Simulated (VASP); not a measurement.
FeO (Wuestite) in VASP: the effect of functional

FeO (Wuestite):

```
Fe O
1.0
     0.00000    2.15540    2.15540
     2.15540    0.00000    2.15540
     2.15540    2.15540    0.00000
Fe O
1 1
Cartesian
  0.0000 0.0000 0.0000
  2.1554 2.1554 2.1554
```

Alike in all runs:

- Program: VASP 6.6.1
- Task: relaxation of cell and atoms
- Cutoff: 600 eV
- k mesh: 8 × 8 × 8
- Occupations: fermi-dirac, width 0.05 eV
- Spin: collinear spin, ferromagnetic start
- Starting moments: [3.0, 0.0] μB

Each run relaxes the cell or the atoms first.

Question: One run gave: relaxed volume 9.13 Å³/atom. Which functional did it use?
A. vdW-DF-cx
B. revPBE
C. LDA
D. PBE
E. PBEsol

Answer: C.

| functional | potentials or basis | relaxed volume (Å³/atom) |
| --- | --- | --- |
| LDA | VASP PAW LDA potentials, release 64 (Fe, O) | 9.13 |
| PBE | VASP PAW PBE potentials, release 64 (Fe, O) | 10.01 |
| PBEsol | VASP PAW PBE potentials, release 64 (Fe, O) | 9.58 |
| RPBE | VASP PAW PBE potentials, release 64 (Fe, O) | 10.31 |
| revPBE | VASP PAW PBE potentials, release 64 (Fe, O) | 10.22 |
| BLYP | VASP PAW PBE potentials, release 64 (Fe, O) | 10.40 |
| AM05 | VASP PAW PBE potentials, release 64 (Fe, O) | 9.58 |
| PW91 | VASP PAW PBE potentials, release 64 (Fe, O) | 9.98 |
| r2SCAN | VASP PAW PBE potentials, release 64 (Fe, O) | 9.70 |
| SCAN | VASP PAW PBE potentials, release 64 (Fe, O) | 9.62 |
| optB88-vdW | VASP PAW PBE potentials, release 64 (Fe, O) | 9.90 |
| vdW-DF-cx | VASP PAW PBE potentials, release 64 (Fe, O) | 9.66 |
| rev-vdW-DF2 | VASP PAW PBE potentials, release 64 (Fe, O) | 9.79 |

Caveats: a cell with one magnetic atom can't hold antiferromagnetic order, which such compounds often take; the PAW data sets were made with another functional, which shifts forces and pressure a little (some runs); the relaxation stopped at its first step, so nothing moved (some runs).
